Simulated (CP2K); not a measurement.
Crystal: Nb.

```
Nb
1.0
     2.99106    0.00000    0.00000
     1.49553    2.59034    0.00000
     1.49553    0.86345    2.44219
Nb
1
Direct
  0.00000 0.00000 0.00000
```

This isn't the form of Nb at room conditions, which is bcc.

Base run:

| Property | Result |
| --- | --- |
| Program | CP2K 2026.2 |
| Functional | M06-L |
| Potentials or basis | POTENTIAL_UZH Nb GTH-PBE-q13; TZVP-MOLOPT-PBE-GTH basis |
| Density cutoff | 9184 eV |
| k mesh | 11 × 11 × 11 |
| Occupations | fermi-dirac, width 0.05 eV |
| Spin | no spin polarisation |

Its results: band gap on the k mesh none (metal or under the smearing width); pressure -1.0 GPa.

Question: After a change of settings the same cell gave: band gap on the k mesh none (metal or under the smearing width); pressure -3.9 GPa. Which change was it?
A. functional from M06-L to vdW-DF-cx
B. functional from M06-L to LDA
C. functional from M06-L to PBEsol
D. functional from M06-L to OLYP

Answer: D.

Caveats: the potentials were made for another functional, which shifts forces and pressure; the basis of atomic orbitals isn't converged, which shifts pressures, moduli and gaps.
